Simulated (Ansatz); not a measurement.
# A series in volume scale on WS₂

Periodic Kohn-Sham DFT of a crystal at fixed atoms, scaled to volume_scale times the given cell; pressure positive in compression, energy less spherical unpolarised free atoms, largest_vzz the field gradient of largest size among the nuclei. The results are calculated, by Ansatz 0.2.0.

The cell before it is scaled or strained (space group R3m, No. 160):
```
WS2
1.0
      1.5790     0.9116     6.1633
     -1.5790     0.9116     6.1633
      0.0000    -1.8233     6.1633
W S
1 2
Direct
  0.00000 0.00000 0.00000
  0.75030 0.75030 0.75030
  0.58100 0.58100 0.58100
```

Settings of every row: method all-electron LAPW; functional PBEsol; relativity scalar; k mesh 15x15x15; filling fermi-dirac; smearing width 0.03 eV; basis error target 1 meV/atom; nucleus gaussian.

Atom start moment: 0 on all atoms.

Limits: a layered crystal: even scaling strains the bonds within the layers, so this curve is stiffer than the crystal under pressure; no spin-orbit coupling on heavy atoms.

| row | volume scale | V (Å³/atom) | energy less free atoms (eV/atom) | pressure (GPa) |
| --- | --- | --- | --- | --- |
| 1 | 0.96 | 17.034 | -7.8843 | 6.85 |
| 2 | 0.99 | 17.566 | -7.8973 | 1.128 |
| 3 | 1 | 17.744 | -7.8976 | -0.583 |
| 4 | 1.02 | 18.099 | ? | ? |
| 5 | 1.06 | 18.808 | -7.8638 | -9.119 |

Question: what energy less free atoms and pressure should row 4 give?

Worked fit of energy less free atoms. Take u = (V_r/V)^(2/3) − 1 with V_r = 17.655 Å³ an atom, which is twice the finite (Eulerian) strain; such expansions in the strain, on which the Birch-Murnaghan equation of state is built, carry the rest volume and the bulk modulus. The shown rows have u = 0.02416, 0.00337, -0.00335, -0.0413. Least squares give energy less free atoms = −7.89769 + 0.0467 × u + 20.998 × u² eV/atom; a straight line predicts inner rows, each left out in turn, worse (root mean square 0.014 against 1.7e-05 eV/atom). All shown rows lie on it to the printed digit. Its lowest point lies at u = -0.0011, or V = 17.68 Å³ an atom, and the curvature there gives the bulk modulus at fixed shape and fractions, B = (4/9)(1 + u)² E″(u)/V = 169 GPa. Letting shape and atoms relax would as a rule lower it, by much in layered, chain or molecular crystals. The withheld row has u = -0.01642, so the fit gives −7.89769 + 0.0467 × (-0.01642) + 20.998 × (-0.01642)² = -7.8928 eV/atom.

The calculation gave -7.8927 eV/atom. The fit lies 0.0001 eV/atom (0.3 % of the column's range) below it, one unit of the last digit.

Worked fit of pressure. Take u = (V_r/V)^(2/3) − 1 with V_r = 17.655 Å³ an atom, which is twice the finite (Eulerian) strain; such expansions in the strain, on which the Birch-Murnaghan equation of state is built, carry the rest volume and the bulk modulus. The shown rows have u = 0.02416, 0.00337, -0.00335, -0.0413. Least squares give pressure = 0.2623 + 255.847 × u + 694.96 × u² GPa; a straight line predicts inner rows, each left out in turn, worse (root mean square 0.45 against 0.0086 GPa). The rows lie off it by 0.001, -0.004, 0.004, 0.000. The pressure vanishes at u = -0.0010, or V = 17.68 Å³ an atom, and there the bulk modulus at fixed shape and fractions is B = −V dP/dV = (2/3)(1 + u) dP/du = 169 GPa. Letting shape and atoms relax would as a rule lower it, by much in layered, chain or molecular crystals. The withheld row has u = -0.01642, so the fit gives 0.2623 + 255.847 × (-0.01642) + 694.96 × (-0.01642)² = -3.751 GPa.

The calculation gave -3.741 GPa. The fit lies 0.010 GPa (0.063 % of the column's range) below it; its largest miss of a shown row is 0.004 GPa.
